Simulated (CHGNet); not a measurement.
L1₀ (CuAu-type) CoPt

Calculation: the machine-learned potential CHGNet 0.3.0 (trained on PBE and PBE+U data).

Cell (relaxed at this level):

CoPt is modelled in the tetragonal space group P4/mmm (No. 123), Pearson symbol tP2. Conventional cell: a = 2.700 Å, b = 2.700 Å, c = 3.673 Å, α = 90.00°, β = 90.00°, γ = 90.00°. Co on 1a is coordinated by 8 Pt at 2.649 Å and 4 Co at 2.700 Å (cuboctahedral). Pt on 1d sees 8 Co at 2.649 Å and 4 Pt at 2.700 Å (cuboctahedral). (Neighbours: up to the widest gap in distance over summed covalent radii, below 1.35, at either atom.)

For L1₀ (CuAu-type) CoPt, the lattice constant a is 2.700 Å and the c axis length comes out as 3.673 Å.

Measured, for comparison: lattice constant a 2.694 Å (temperature not stated, not corrected to a static lattice, P4/mmm two-atom cell, a_fct/√2; as tabulated in Karoui et al. (2013), arXiv:1204.5845); lattice parameter c 3.707 Å (temperature not stated, not corrected to a static lattice; as tabulated in Karoui et al. (2013), arXiv:1204.5845). Computed (rounded) less measured: lattice constant a +0.2 %, lattice parameter c -0.9 %. A static lattice is as a rule a little smaller and stiffer than an uncorrected measurement, which narrows the difference in the lattice parameter c and would widen misses of the other sign.

A machine-learned potential is trained on density-functional data: it inherits that level's misses and adds fitting errors of its own.

Note: the model gives imaginary modes for this phase (in the spectrum interpolated from a supercell).
